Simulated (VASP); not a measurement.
Write the native input for VASP 6.6.1 that does the following.

```yaml
Task: single point
Functional: PBEsol
Potentials_or_basis: VASP PAW PBE potentials, release 64 (Sc_sv)
Cutoff: 520 eV
k_mesh: 18 × 18 × 18
Occupations: gaussian, width 0.15 eV
Spin: no spin polarisation
Dipole_correction: no
Further_INCAR_settings: ALGO = Fast; EDIFF = 1e-06; NBANDS = 12
```

The structure of Sc lies in POSCAR:

```
Sc
1.0
    0.0000000000      2.0888600000      2.1796800000
    2.0888600000      0.0000000000      2.1796800000
    2.0888600000      2.0888600000      0.0000000000
Sc
1
Direct
    0.0000000000      0.0000000000      0.0000000000
```

This isn't the form of Sc at room conditions, which is hcp.

The cell isn't the ideal one: strain -0.080 along x and y, -0.040 along z, atoms carried along.

The input as run:

INCAR

```
SYSTEM = Sc
PREC = Accurate ; ENCUT = 520
EDIFF = 1E-6 ; ISMEAR = 0
SIGMA = 0.15 ; LREAL = .False.
LASPH = .True. ; NELM = 100
ALGO = Fast ; ISIF = 2
LWAVE = .False. ; LCHARG = .False.
GGA = PS ; NBANDS = 12
```

KPOINTS

```
Automatic mesh
0
Gamma
  18 18 18
  0 0 0
```

Potentials or basis: VASP PAW PBE potentials, release 64 (Sc_sv).

Command:

```bash
$ cat potpaw_PBE.64/Sc_sv/POTCAR > POTCAR
$ mpirun -np 1 vasp_std > vasp.out
```

Results of the run:

```
Pressure               : 16.3 GPa
Band gap on the k mesh : none (metal or under the smearing width)
```

Caveat: so large a pressure means that the cell lies far from this level's equilibrium, or that cutoff or potentials fall short; the potentials were made for another functional, which shifts forces and pressure.

It took 35 s on 1 thread of Intel(R) Xeon(R) 6975P-C (Granite Rapids) (shared host), peak memory 0.22 GiB.
